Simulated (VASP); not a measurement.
**Nb: single point with PBEsol**

The system is Nb.

```
Nb
1.0
    -1.63551    1.63551    1.63551
     1.63551   -1.63551    1.63551
     1.63551    1.63551   -1.63551
Nb
1
Direct
  0.00000 0.00000 0.00000
```

* Program: VASP 6.6.1
* Task: single point
* Functional: PBEsol
* Potentials or basis: VASP PAW PBE potentials, release 64 (Nb_sv)
* Cutoff: 520 eV
* k mesh: 28 × 28 × 28
* Occupations: gaussian, width 0.1 eV
* Spin: no spin polarisation

The pressure is -0.2 GPa and the band gap on the k mesh is none (metal or under the smearing width).

Levels at points of the mesh, in eV from the Fermi level:
| k point | band 2 | band 3 | band 4 | band 5 | band 6 | band 7 | band 8 | band 9 | band 10 | band 11 |
| --- | --- | --- | --- | --- | --- | --- | --- | --- | --- | --- |
| (0.00, 0.00, 0.00) | -29.48 | -29.48 | -29.48 | -6.02 | 0.36 | 0.36 | 0.36 | 3.37 | 3.37 | 14.30 |
| (0.50, 0.00, 0.00) | -30.98 | -29.95 | -29.49 | -3.86 | -1.75 | 2.43 | 3.42 | 4.13 | 6.66 | 11.71 |
| (0.50, 0.50, 0.50) | -30.50 | -30.50 | -30.50 | -3.90 | -3.90 | 5.85 | 5.85 | 5.85 | 9.30 | 9.30 |

Wall time 40 s on 1 thread of Intel(R) Xeon(R) 6975P-C (Granite Rapids), on a shared host, peak memory 0.24 GiB.

Caveat: the PAW data sets were made with another functional, which shifts forces and pressure a little.
